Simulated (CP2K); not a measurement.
The system is NaCl.

```xyz
2
Lattice="3.9514 0.0000 0.0000 1.9757 3.4220 0.0000 1.9757 1.1407 3.2263" Properties=species:S:1:pos:R:3 pbc="T T T"
Cl    3.9514    2.2813    1.6132
Na    0.0000    0.0000    0.0000
```

The cell is a database's computed one.

Base run:

| Quantity | Value |
| --- | --- |
| Program | CP2K 2026.2 |
| Functional | revPBE |
| Potentials or basis | POTENTIAL_UZH Cl GTH-PBE-q7, Na GTH-PBE-q9; TZVP-MOLOPT-PBE-GTH basis |
| Density cutoff | 19048 eV |
| k mesh | 8 × 8 × 8 |
| Occupations | fermi-dirac, width 0.05 eV |
| Spin | no spin polarisation |

Its results: band gap on the k mesh 5.45 eV, direct; pressure 3.6 GPa.

Task: The run is repeated on the same cell with these changes: functional from revPBE to PBEsol. What comes out?

Result: Band gap on the k mesh 4.99 eV, direct; pressure 0.8 GPa.

PBEsol binds more tightly than revPBE, so the same cell stands under less pressure.

Caveats: the potentials were made for another functional, which shifts forces and pressure; the basis of atomic orbitals isn't converged, which shifts pressures, moduli and gaps.

A k mesh can miss the band edges.

Not every run made on this cell is shown here.
